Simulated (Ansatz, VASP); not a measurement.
One calculation of CaO (Lime), two programs

Contents of POSCAR:

```
CaO
1.0
    0.0000000000      2.3975473904      2.3975473904
    2.3975473904      0.0000000000      2.3975473904
    2.3975473904      2.3975473904      0.0000000000
Ca O
1 1
Direct
    0.0000000000      0.0000000000      0.0000000000
    0.5000000000      0.5000000000      0.5000000000
```

File INCAR.step1:

```
SYSTEM = CaO
PREC = Accurate ; ENCUT = 520
ISMEAR = 0 ; SIGMA = 0.01
LREAL = .FALSE. ; LASPH = .TRUE.
NELM = 80 ; NBANDS = 15
GGA = PE ; ALGO = Normal
EDIFF = 1E-4 ; LWAVE = .TRUE.
LCHARG = .FALSE.
```

Contents of INCAR.step2:

```
SYSTEM = CaO
PREC = Accurate ; ENCUT = 520
EDIFF = 1E-7 ; ISMEAR = 0
SIGMA = 0.01 ; LREAL = .FALSE.
LASPH = .TRUE. ; NELM = 80
ALGO = Normal ; ISIF = 2
LWAVE = .FALSE. ; LCHARG = .FALSE.
METAGGA = R2SCAN ; LMIXTAU = .TRUE.
NBANDS = 15 ; ISTART = 1
```

The input KPOINTS:

```
Automatic mesh
0
G
  10 10 10
  0 0 0
```

Input for Ansatz:

```yaml
crystal:
  lattice:
    - [0.0, 2.3975473904, 2.3975473904]
    - [2.3975473904, 0.0, 2.3975473904]
    - [2.3975473904, 2.3975473904, 0.0]
  atoms:
    - { symbol: Ca, position: [0.0, 0.0, 0.0] }
    - { symbol: O, position: [0.5, 0.5, 0.5] }
kpoints:
  mp_grid: { grid: [10, 10, 10] }
  band_path:
    path:
      - [0.0, 0.0, 0.0]
      - [0.5, 0.0, 0.5]
      - [0.625, 0.25, 0.625]
      - [0.375, 0.375, 0.75]
      - [0.5, 0.5, 0.5]
      - [0.5, 0.25, 0.75]
      - [0.0, 0.5, 0.5]
    npoints: 1
hamiltonian:
  xc: r2scan
scf:
  occupations: { method: fixed }
  n_extra_bands: 4
output:
  forces: true
  stress: true
  eigenvalues: true
```

Alike in both runs: task single point; functional r2SCAN; k mesh 10 × 10 × 10; no spin polarisation.

```csv
,VASP,Ansatz
version,VASP 6.6.1,Ansatz 0.2.0
potentials or method,"VASP PAW PBE potentials, release 64 (Ca_sv, O)","plane waves, PAW"
plane-wave cutoff (eV),520,500
occupations,"gaussian, width 0.01 eV",fixed
valence electrons in the cell,16,16
```

Ansatz gave:

```
gap on the k mesh at the Fermi level (eV) : 4.20
pressure (GPa)                            : 0.0
```

Task: Estimate VASP's values.

Result: gap on the k mesh at the Fermi level (eV): 4.19; pressure (GPa): 1.1.

Caveats: the PAW data sets were made with another functional, which shifts forces and pressure a little (VASP). A k mesh can miss the band edges. r2SCAN opens gaps a little over a GGA but as a rule still falls short of measured ones.
